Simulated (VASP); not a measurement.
**Au: single point with LDA**

The system is Au.

```
Au
1.0
     0.00000    2.04550    1.98413
     2.04550    0.00000    1.98413
     2.04550    2.04550    0.00000
Au
1
Direct
  0.00000 0.00000 0.00000
```

The cell isn't the ideal one: strain +0.000 along x and y, -0.030 along z, atoms carried along.

| Property | Result |
| --- | --- |
| Program | VASP 6.6.1 |
| Task | single point |
| Functional | LDA |
| Potentials or basis | VASP PAW LDA potentials, release 64 (Au) |
| Cutoff | 520 eV |
| k mesh | 20 × 20 × 20 |
| Occupations | gaussian, width 0.15 eV |
| Spin | no spin polarisation |

```
Pressure               : 0.3 GPa
Band gap on the k mesh : none (metal or under the smearing width)
```

Stress tensor (GPa, compression positive):
```
0.00 0.00 0.00
0.00 0.00 0.00
0.00 0.00 0.90
```

Levels at points of the mesh, in eV from the Fermi level:
```tsv
k point	band 2	band 3	band 4	band 5	band 6	band 7	band 8	band 9	band 10	band 11
(0.00, 0.00, 0.00)	-4.94	-4.94	-4.66	-3.40	-3.09	14.47	18.37	18.37	18.94	23.69
(0.50, 0.00, 0.00)	-5.02	-4.74	-2.04	-1.91	-1.12	3.20	13.88	16.89	17.60	25.03
(0.50, 0.50, 0.00)	-7.00	-2.02	-1.62	-1.62	1.26	6.45	9.64	9.64	17.23	19.91
(0.50, 0.00, 0.50)	-7.01	-2.02	-1.75	-1.54	0.72	5.73	10.14	10.23	17.72	20.40
```

It took 57 s on 1 thread of Intel(R) Xeon(R) 6975P-C (Granite Rapids), on a shared host, peak memory 0.22 GiB.

The run has no spin-orbit coupling, so splittings on Au are missing.
